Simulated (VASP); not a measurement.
Write the native input for VASP 6.6.1 that does the following.

| Item | Value |
| --- | --- |
| Task | band structure |
| Functional | LDA |
| Potentials or basis | VASP PAW LDA potentials, release 64 (Pb_d, Se) |
| Cutoff | 520 eV |
| k mesh | 8 × 8 × 8 |
| Occupations | gaussian, width 0.02 eV |
| Spin | non-collinear spin, zero start, spin-orbit coupling |
| Starting moments | [[0.0, 0.0, 0.0], [0.0, 0.0, 0.0]] μB |
| Further INCAR settings | ALGO = Normal; EDIFF = 1e-07; NBANDS = 32 |

Crystal: PbSe (Clausthalite).

```
Pb Se
1.0
     0.00000    3.06215    3.06215
     3.06215    0.00000    3.06215
     3.06215    3.06215    0.00000
Pb Se
1 1
Direct
  0.00000 0.00000 0.00000
  0.50000 0.50000 0.50000
```

One way to write it, as run:

POSCAR

```
PbSe
1.0
    0.0000000000      3.0621500000      3.0621500000
    3.0621500000      0.0000000000      3.0621500000
    3.0621500000      3.0621500000      0.0000000000
Pb Se
1 1
Direct
    0.0000000000      0.0000000000      0.0000000000
    0.5000000000      0.5000000000      0.5000000000
```

INCAR.step1

```
ALGO = Normal
EDIFF = 1E-7
ENCUT = 520
GGA = CA
GGA_COMPAT = F
ISIF = 2
ISMEAR = 0
LASPH = T
LCHARG = T
LORBIT = 11
LREAL = F
LSORBIT = T
LWAVE = F
MAGMOM = 0 0 0 0 0 0
NBANDS = 32
NELM = 80
PREC = Accurate
SIGMA = 0.02
```

KPOINTS.step1

```
k-points
0
Gamma
  8 8 8
```

INCAR.step2

```
ALGO = Normal
EDIFF = 1E-7
ENCUT = 520
GGA = CA
GGA_COMPAT = F
ICHARG = 11
ISIF = 2
ISMEAR = 0
LASPH = T
LCHARG = F
LORBIT = 11
LREAL = F
LSORBIT = T
LWAVE = F
MAGMOM = 0 0 0 0 0 0
NBANDS = 32
NELM = 80
PREC = Accurate
SIGMA = 0.05
```

KPOINTS.step2

```
path GXWKGLUWLK,UX
15
line-mode
reciprocal
 0.0000000000  0.0000000000  0.0000000000  G
 0.5000000000  0.0000000000  0.5000000000  X

 0.5000000000  0.0000000000  0.5000000000  X
 0.5000000000  0.2500000000  0.7500000000  W

 0.5000000000  0.2500000000  0.7500000000  W
 0.3750000000  0.3750000000  0.7500000000  K

 0.3750000000  0.3750000000  0.7500000000  K
 0.0000000000  0.0000000000  0.0000000000  G

 0.0000000000  0.0000000000  0.0000000000  G
 0.5000000000  0.5000000000  0.5000000000  L

 0.5000000000  0.5000000000  0.5000000000  L
 0.6250000000  0.2500000000  0.6250000000  U

 0.6250000000  0.2500000000  0.6250000000  U
 0.5000000000  0.2500000000  0.7500000000  W

 0.5000000000  0.2500000000  0.7500000000  W
 0.5000000000  0.5000000000  0.5000000000  L

 0.5000000000  0.5000000000  0.5000000000  L
 0.3750000000  0.3750000000  0.7500000000  K

 0.6250000000  0.2500000000  0.6250000000  U
 0.5000000000  0.0000000000  0.5000000000  X
```

Potentials or basis: VASP PAW LDA potentials, release 64 (Pb_d, Se).

Run with:

```console
$ cat potpaw_LDA.64/Pb_d/POTCAR potpaw_LDA.64/Se/POTCAR > POTCAR
$ cp INCAR.step1 INCAR
$ cp KPOINTS.step1 KPOINTS
$ mpirun -np 1 vasp_ncl > vasp.out
$ cp INCAR.step2 INCAR
$ cp KPOINTS.step2 KPOINTS
$ mpirun -np 1 vasp_ncl > vasp.out
```

Results of the run:

```yaml
Net_moment: 0.00 μB per cell
```

Caveat: the log is that of the step along the path at fixed density, whose energy, stress, charges and moments have no meaning.

It took 6 min on 1 thread of Intel(R) Xeon(R) 6975P-C (Granite Rapids), on a shared host, peak memory 0.51 GiB.
